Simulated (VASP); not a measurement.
Write the native input for VASP 6.6.1 that does the following.

| Item | Value |
| --- | --- |
| Task | single point |
| Functional | r2SCAN |
| Potentials or basis | VASP PAW PBE potentials, release 64 (Rb_sv, Br) |
| Cutoff | 520 eV |
| k mesh | 5 × 5 × 5 |
| Occupations | gaussian, width 0.0902 eV |
| Spin | no spin polarisation |
| Dipole correction | no |
| Further INCAR settings | ALGO = Normal; EDIFF = 1e-06; NBANDS = 15 |

RbBr:

```
Rb Br
1.0
     3.80927    0.00000    0.00000
     0.00000    3.80927    0.00000
     0.00000    0.00000    3.80927
Rb Br
1 1
Direct
  0.00000 0.00000 0.00000
  0.50000 0.50000 0.50000
```

The cell was built by a generator and needn't be a form met in nature.

One way to write it, as run:

POSCAR

```
RbBr
1.0
    3.8092670000      0.0000000000      0.0000000000
    0.0000000000      3.8092670000      0.0000000000
    0.0000000000      0.0000000000      3.8092670000
Rb Br
1 1
Direct
    0.0000000000      0.0000000000      0.0000000000
    0.5000000000      0.5000000000      0.5000000000
```

INCAR.step1

```
SYSTEM = RbBr
ALGO = Normal
EDIFF = 1E-4
ENCUT = 520
GGA = PE
ISMEAR = 0
LASPH = .True.
LCHARG = .False.
LREAL = .False.
LWAVE = .True.
NBANDS = 15
NELM = 100
PREC = Accurate
SIGMA = 0.0902
```

INCAR.step2

```
SYSTEM = RbBr
ALGO = Normal
EDIFF = 1E-6
ENCUT = 520
ISIF = 2
ISMEAR = 0
ISTART = 1
LASPH = .True.
LCHARG = .False.
LMIXTAU = .True.
LREAL = .False.
LWAVE = .False.
METAGGA = R2SCAN
NBANDS = 15
NELM = 100
PREC = Accurate
SIGMA = 0.0902
```

KPOINTS

```
k-points
0
Gamma
  5 5 5
  0 0 0
```

Potentials or basis: VASP PAW PBE potentials, release 64 (Rb_sv, Br).

Run with:

```sh
$ cat potpaw_PBE.64/Rb_sv/POTCAR potpaw_PBE.64/Br/POTCAR > POTCAR
$ cp INCAR.step1 INCAR
$ mpirun -np 1 vasp_std > vasp.out
$ cp INCAR.step2 INCAR
$ mpirun -np 1 vasp_std > vasp.out
```

It gave:

| Property | Result |
| --- | --- |
| Pressure | 7.7 GPa |
| Band gap on the k mesh | 5.77 eV, indirect (least direct gap 5.83 eV) |

Caveat: the PAW data sets were made with another functional, which shifts forces and pressure a little; an odd mesh through Γ misses points on the zone boundary, where band edges often lie.

It took 48 s on 1 thread of AMD EPYC 7R43 64-Core Processor (Zen 3) (shared host), peak memory 0.12 GiB.
